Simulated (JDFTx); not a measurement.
# GaSb (F-43m) in JDFTx: further runs

Runs on GaSb. Level: PBEsol. Tasks: single point.

Everything below comes from runs of JDFTx 1.7.0 (patched build). Logs are shortened: lines on timing, memory, paths and dates and some standing lists are left out, and cuts for length are marked. The log counts tension as positive stress, the text compression.

**Measured values to compare with.**

From a printed reference work, data compilation, for a bulk crystal of GaSb at 4.2 K: band gap 0.811 eV (direct).

The results are compared with them further down.

## Step 1: The structure

Symmetry: F-43m, No. 216, cubic system. Conventional cell: a = 6.118 Å, b = 6.118 Å, c = 6.118 Å, α = 90.00°, β = 90.00°, γ = 90.00°. Around Sb (site symmetry -43m) lie 4 Ga at 2.65 Å. Ga (site symmetry -43m) has 4 Sb at 2.65 Å as nearest neighbours.

## Step 2: Single point, PBEsol

The input, GaSb.in:

```
lattice \
    0.0000000000     5.7806722152     5.7806722152 \
    5.7806722152     0.0000000000     5.7806722152 \
    5.7806722152     5.7806722152     0.0000000000
coords-type Cartesian
ion Sb     8.6710083228     8.6710083228     8.6710083228 1
ion Ga     0.0000000000     0.0000000000     0.0000000000 1

ion-species pseudo/Sb.upf
ion-species pseudo/Ga.upf
elec-cutoff 40 320
elec-ex-corr gga-PBEsol
kpoint-folding 8 8 8
elec-smearing Gauss 0.0018374661
elec-n-bands 21
electronic-SCF nIterations 100 energyDiffThreshold 1e-09
electronic-minimize nIterations 30 energyDiffThreshold 1e-7
converge-empty-states yes
forces-output-coords Cartesian

dump-name run.$VAR
dump End Ecomponents EigStats BandEigs Kpoints Forces Stress ElecDensity Dtot KEdensity
```

Potentials or basis: PseudoDojo-SR-PBEsol-0.4.1-standard with smoothed tails.

Command:

```console
$ jdftx -c 1 -i GaSb.in -o GaSb.out
```

Standard output:

```text
*************** JDFTx 1.7.0 (patched build) ***************

Input parsed successfully to the following command list (including defaults):
[... the input with its defaults ...]

---------- Setting up symmetries ----------

Found 48 point-group symmetries of the bravais lattice
Found 24 space-group symmetries with basis
Applied RMS atom displacement 3.49684e-16 bohrs to make symmetries exact.

---------- Initializing the Grid ----------
R =
[            0      5.78067      5.78067  ]
[      5.78067            0      5.78067  ]
[      5.78067      5.78067            0  ]
unit cell volume = 386.336
G =
[  -0.543465   0.543465   0.543465  ]
[   0.543465  -0.543465   0.543465  ]
[   0.543465   0.543465  -0.543465  ]
Minimum fftbox size, Smin = [  68  68  68  ]
Chosen fftbox size, S = [  70  70  70  ]

---------- Initializing tighter grid for wavefunction operations ----------
R =
[            0      5.78067      5.78067  ]
[      5.78067            0      5.78067  ]
[      5.78067      5.78067            0  ]
unit cell volume = 386.336
G =
[  -0.543465   0.543465   0.543465  ]
[   0.543465  -0.543465   0.543465  ]
[   0.543465   0.543465  -0.543465  ]
Minimum fftbox size, Smin = [  48  48  48  ]
Chosen fftbox size, S = [  48  48  48  ]

---------- Exchange Correlation functional ----------
Initalized PBEsol GGA exchange.
Initalized PBEsol GGA correlation.

---------- Setting up pseudopotentials ----------
Width of ionic core gaussian charges (only for fluid interactions / plotting) set to 0

Reading pseudopotential file 'pseudo/Sb.upf':
  'Sb' pseudopotential, 'PBESOL' functional
  Generated using ONCVPSP code by D. R. Hamann
  15 valence electrons, 3 orbitals, 6 projectors, 1001 radial grid points, with lMax = 2
    4D    l: 2   occupation: 10.0   eigenvalue: -1.229265
    5S    l: 0   occupation:  2.0   eigenvalue: -0.473197
    5P    l: 1   occupation:  3.0   eigenvalue: -0.178030
  Core radius for overlap checks: 2.05 bohrs.

Reading pseudopotential file 'pseudo/Ga.upf':
  'Ga' pseudopotential, 'PBESOL' functional
  Generated using ONCVPSP code by D. R. Hamann
  13 valence electrons, 3 orbitals, 6 projectors, 1001 radial grid points, with lMax = 2
    3D    l: 2   occupation: 10.0   eigenvalue: -0.704192
    4S    l: 0   occupation:  2.0   eigenvalue: -0.329374
    4P    l: 1   occupation:  1.0   eigenvalue: -0.094479
  Core radius for overlap checks: 1.84 bohrs.

Initialized 2 species with 2 total atoms.

Folded 1 k-points by 8x8x8 to 512 k-points.

---------- Setting up k-points, bands, fillings ----------
Adding inversion symmetry to k-mesh for non-inversion-symmetric unit cell.
Reduced to 29 k-points under symmetry.
Computing the number of bands and number of electrons
Calculating initial fillings.
nElectrons:  28.000000   nBands: 21   nStates: 29

----- Setting up reduced wavefunction bases (one per k-point) -----
average nbasis = 4667.889 , ideal nbasis = 4668.195

---------- Setting up ewald sum ----------
Optimum gaussian width for ewald sums = 2.625481 bohr.
Real space sum over 1331 unit cells with max indices [  5  5  5  ]
Reciprocal space sum over 2197 terms with max indices [  6  6  6  ]

---------- Allocating electronic variables ----------
Initializing wave functions:  linear combination of atomic orbitals
Note: number of bands (21) exceeds available atomic orbitals (18)
Sb pseudo-atom occupations:   s ( 2 )  p ( 3 )  d ( 10 )
Ga pseudo-atom occupations:   s ( 2 )  p ( 1 )  d ( 10 )
	FillingsUpdate:  mu: +0.304611882  nElectrons: 28.000000
LCAOMinimize: Iter:   0  F: -147.4627346753279653  |grad|_K:  4.680e-04  alpha:  1.000e+00
	FillingsUpdate:  mu: +0.303107497  nElectrons: 28.000000
LCAOMinimize: Iter:   1  F: -147.4634528208360393  |grad|_K:  3.567e-05  alpha:  5.109e-01  linmin: -3.117e-03  cgtest:  2.149e-02
	FillingsUpdate:  mu: +0.303312227  nElectrons: 28.000000
LCAOMinimize: Iter:   2  F: -147.4634600057508464  |grad|_K:  2.008e-06  alpha:  8.793e-01  linmin: -1.346e-02  cgtest:  1.110e-01
LCAOMinimize: Encountered beta<0, resetting CG.
	FillingsUpdate:  mu: +0.303303108  nElectrons: 28.000000
LCAOMinimize: Iter:   3  F: -147.4634600261367154  |grad|_K:  6.645e-07  alpha:  7.907e-01  linmin: -4.744e-05  cgtest:  5.372e-04
	FillingsUpdate:  mu: +0.303304352  nElectrons: 28.000000
LCAOMinimize: Iter:   4  F: -147.4634600279078143  |grad|_K:  3.003e-08  alpha:  6.266e-01  linmin:  2.436e-04  cgtest: -6.095e-03
LCAOMinimize: Converged (|Delta F|<1.000000e-06 for 2 iters).

-------- Electronic minimization -----------
Will mix electronic density at each iteration.
	FillingsUpdate:  mu: +0.303304352  nElectrons: 28.000000
	FillingsUpdate:  mu: +0.294720418  nElectrons: 28.000000
SCF: Cycle:  0   F: -147.498910104386169   dF: -3.545e-02   |Residual|: 4.205e-02   |deigs|: 1.304e-01
	FillingsUpdate:  mu: +0.297238431  nElectrons: 28.000000
SCF: Cycle:  1   F: -147.499644048188486   dF: -7.339e-04   |Residual|: 2.317e-02   |deigs|: 5.566e-03
	FillingsUpdate:  mu: +0.301161106  nElectrons: 28.000000
SCF: Cycle:  2   F: -147.499829462685341   dF: -1.854e-04   |Residual|: 3.943e-03   |deigs|: 3.721e-03
	FillingsUpdate:  mu: +0.301765793  nElectrons: 28.000000
SCF: Cycle:  3   F: -147.499839010719938   dF: -9.548e-06   |Residual|: 1.370e-03   |deigs|: 1.230e-03
	FillingsUpdate:  mu: +0.302132477  nElectrons: 28.000000
SCF: Cycle:  4   F: -147.499840649747227   dF: -1.639e-06   |Residual|: 6.323e-04   |deigs|: 4.511e-04
	FillingsUpdate:  mu: +0.302155394  nElectrons: 28.000000
SCF: Cycle:  5   F: -147.499840939074460   dF: -2.893e-07   |Residual|: 1.395e-04   |deigs|: 1.281e-04
	FillingsUpdate:  mu: +0.302190204  nElectrons: 28.000000
SCF: Cycle:  6   F: -147.499841024412007   dF: -8.534e-08   |Residual|: 4.628e-05   |deigs|: 9.676e-05
	FillingsUpdate:  mu: +0.302192172  nElectrons: 28.000000
SCF: Cycle:  7   F: -147.499841047728609   dF: -2.332e-08   |Residual|: 1.268e-05   |deigs|: 4.565e-05
	FillingsUpdate:  mu: +0.302190649  nElectrons: 28.000000
SCF: Cycle:  8   F: -147.499841055728865   dF: -8.000e-09   |Residual|: 1.009e-05   |deigs|: 4.292e-05
	FillingsUpdate:  mu: +0.302189299  nElectrons: 28.000000
SCF: Cycle:  9   F: -147.499841058618500   dF: -2.890e-09   |Residual|: 5.410e-06   |deigs|: 3.882e-05
	FillingsUpdate:  mu: +0.302190176  nElectrons: 28.000000
SCF: Cycle: 10   F: -147.499841059628324   dF: -1.010e-09   |Residual|: 4.144e-06   |deigs|: 2.886e-05
	FillingsUpdate:  mu: +0.302190175  nElectrons: 28.000000
SCF: Cycle: 11   F: -147.499841060097282   dF: -4.690e-10   |Residual|: 1.028e-06   |deigs|: 3.395e-05
	FillingsUpdate:  mu: +0.302190158  nElectrons: 28.000000
SCF: Cycle: 12   F: -147.499841060245672   dF: -1.484e-10   |Residual|: 3.288e-07   |deigs|: 1.609e-05
SCF: Converged (|Delta E|<1.000000e-09 for 2 iters).

Setting wave functions to eigenvectors of Hamiltonian
Converging empty states (this may take a while): |deigs|: 1.423e-04

# Stress tensor in Cartesian coordinates [Eh/a0^3]:
[  5.25077e-06            0            0  ]
[            0  5.25077e-06            0  ]
[            0            0  5.25077e-06  ]

# Ionic positions in cartesian coordinates:
ion Sb   8.671008322800001   8.671008322800001   8.671008322800001 1
ion Ga  -0.000000000000000   0.000000000000000   0.000000000000000 1

# Forces in Cartesian coordinates:
force Sb  -0.000000000000000   0.000000000000000   0.000000000000000 1
force Ga   0.000000000000000  -0.000000000000000   0.000000000000000 1

# Energy components:
   Eewald =      -91.6498378830169855
       EH =       50.4208573279002152
     Eloc =     -141.2669370474286836
      Enl =      -57.1648016742180971
      Exc =      -43.2098744529497552
 Exc_core =       19.6433504222062751
       KE =      115.7274150295849466
-------------------------------------
     Etot =     -147.4998282779221199
       TS =        0.0000127823235375
-------------------------------------
        F =     -147.4998410602456715

IonicMinimize: Iter:   0  F: -147.499841060245672  |grad|_K:  1.288e-35
IonicMinimize: Converged (|grad|_K<1.000000e-04).

#--- Lowdin population analysis ---
# oxidation-state Sb +0.295
# oxidation-state Ga -0.259

Dumping 'run.eigStats' ...
	eMin: -0.756346 at state 20 ( [ +0.000000 +0.500000 +0.500000 ] spin 0 )
	HOMO: +0.300641 at state 0 ( [ +0.000000 +0.000000 +0.000000 ] spin 0 )
	mu  : +0.302190
	LUMO: +0.313433 at state 4 ( [ +0.000000 +0.000000 +0.500000 ] spin 0 )
	eMax: +0.747480 at state 19 ( [ +0.000000 +0.375000 -0.375000 ] spin 0 )
	HOMO-LUMO gap: +0.012792
	Optical gap  : +0.045920 at state 1 ( [ +0.000000 +0.000000 +0.125000 ] spin 0 )
Done!
[note: the HOMO, LUMO and gaps printed at the end count levels as full or empty at half filling, so they show a gap where a level is partly filled]
```

It took 2.8 min on 1 thread of Arm Neoverse V1, shared host; peak memory 0.19 GiB.

Results:

```yaml
Free_energy: -4013.6751 eV
Pressure: -0.2 GPa
Band_gap_on_the_k_mesh: none (metal or under the smearing width)
Loewdin_charges: Sb +0.29; Ga -0.26 e
```

Caveat: this crystal is a semiconductor, whose small gap the functional closes, so the metal is an error of the method.

## Step 3: Single point, PBEsol

The input, GaSb.in:

```
lattice \
    0.0000000000     3.0590000000     3.0590000000 \
    3.0590000000     0.0000000000     3.0590000000 \
    3.0590000000     3.0590000000     0.0000000000
latt-scale 1.889726124626 1.889726124626 1.889726124626
coords-type Lattice
ion Sb     0.7500000000     0.7500000000     0.7500000000 1
ion Ga     0.0000000000     0.0000000000     0.0000000000 1

ion-species pseudo/Sb.upf
ion-species pseudo/Ga.upf
elec-cutoff 40 320
elec-ex-corr gga-PBEsol
kpoint-folding 8 8 8
elec-smearing Fermi 0.0018374661
elec-n-bands 21
electronic-SCF nIterations 100 energyDiffThreshold 1e-09
electronic-minimize nIterations 30 energyDiffThreshold 1e-7
converge-empty-states yes
forces-output-coords Cartesian

dump-name run.$VAR
dump End Ecomponents EigStats BandEigs Kpoints Forces Stress ElecDensity Dtot KEdensity
```

Potentials or basis: PseudoDojo-SR-PBEsol-0.4.1-standard with smoothed tails.

Command:

```console
$ jdftx -c 1 -i GaSb.in -o GaSb.out
```

Run time: 2.7 min. Hardware: 1 thread of Arm Neoverse V1, shared host; peak memory 0.19 GiB.

It converged, with:

| Quantity | Value |
| --- | --- |
| Free energy | -4013.6752 eV |
| Pressure | -0.2 GPa |
| Band gap on the k mesh | none (metal or under the smearing width) |
| Loewdin charges | Sb +0.29; Ga -0.26 e |

Levels at points of the mesh, in eV from the Fermi level:
| k point | band 10 | band 11 | band 12 | band 13 | band 14 | band 15 | band 16 | band 17 |
| --- | --- | --- | --- | --- | --- | --- | --- | --- |
| (0.00, 0.00, 0.00) | -15.01 | -11.56 | -0.08 | -0.05 | -0.05 | -0.05 | 2.73 | 2.73 |
| (0.00, 0.00, 0.50) | -15.01 | -9.93 | -6.43 | -1.20 | -1.20 | 0.30 | 3.68 | 3.68 |
| (0.00, 0.50, 0.50) | -15.01 | -9.11 | -6.86 | -2.63 | -2.63 | 0.80 | 1.12 | 8.66 |

Caveat: the empty levels aren't tightly converged; this crystal is a semiconductor, whose small gap the functional closes, so the metal is an error of the method.

## Step 4: Comparison with measurements

Step 2. Measured gap of GaSb: 0.811 eV (direct; 4.2 K; a printed reference work, data compilation). This calculation gives 0.00 eV (-0.81 eV). Spin-orbit coupling on Ga, Sb is left out. The value is that of PBEsol on a finite k mesh, which can miss the band edges, without temperature or zero-point motion. Semilocal functionals fall short of measured gaps as a rule.

Step 3. Against the measured gap of GaSb, 0.811 eV (direct; 4.2 K; a printed reference work, data compilation), the calculated 0.00 eV is off by -0.81 eV. Spin-orbit coupling on Ga, Sb is left out. The value is that of PBEsol on a finite k mesh, which can miss the band edges, without temperature or zero-point motion. Semilocal functionals fall short of measured gaps as a rule.
